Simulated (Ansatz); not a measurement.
**Property card for AlAs**

Method: Ansatz, DFT PBE, scalar-relativistic, plane waves, PAW.

Settings: cutoff 420 eV, Γ-centred mesh 8×8×8 on the computed 2-atom cell, Gaussian smearing of 0.02 eV; no spin polarisation.

The structure is relaxed at this level of theory with its symmetry kept.

```cif
data_structure
_symmetry_space_group_name_H-M 'P 1'
_symmetry_Int_Tables_number 1
_cell_length_a 4.0500
_cell_length_b 4.0500
_cell_length_c 4.0500
_cell_angle_alpha 60.000
_cell_angle_beta 60.000
_cell_angle_gamma 60.000
_cell_volume 46.97
loop_
_atom_site_label
_atom_site_type_symbol
_atom_site_fract_x
_atom_site_fract_y
_atom_site_fract_z
_atom_site_occupancy
Al1 Al 0.00000 0.00000 0.00000 1
As1 As 0.25000 0.25000 0.25000 1
```

```json
{"Space group": "F-43m (No. 216)", "Volume per atom": "158.5 bohr³", "Formation energy from the elements' standard states (uncorrected)": "-0.487 eV/atom", "Kohn–Sham band gap": "1.50 eV, indirect from Γ to X", "Löwdin character of the top 1 eV of the valence band": "As 4p 78 %, Al 3p 20 %", "Löwdin character of the lowest 1 eV of the conduction band": "Al 3p 48 %, Al 3s 16 %, As 4s 15 %, As 4p 11 %, unprojected 12 %", "Electron masses at the edge by Cartesian direction of the standard setting (m_e; degenerate bands sorted by energy; no spin-orbit coupling)": "x: 0.90; y: 0.24; z: 0.24", "Hole masses at the edge by Cartesian direction of the standard setting (m_e; degenerate bands sorted by energy; no spin-orbit coupling)": "x: 0.49, 0.49, 0.11; y: 0.49, 0.49, 0.11; z: 0.49, 0.49, 0.11", "Bulk modulus": "67 GPa", "Its pressure derivative": "4.3", "Electronic dielectric constant xx, yy, zz of the standard setting (independent particles)": "10.1, 10.1, 10.1", "Bader charges (e)": "Al (1 in the cell) 1.95, As (1 in the cell) -1.95"}
```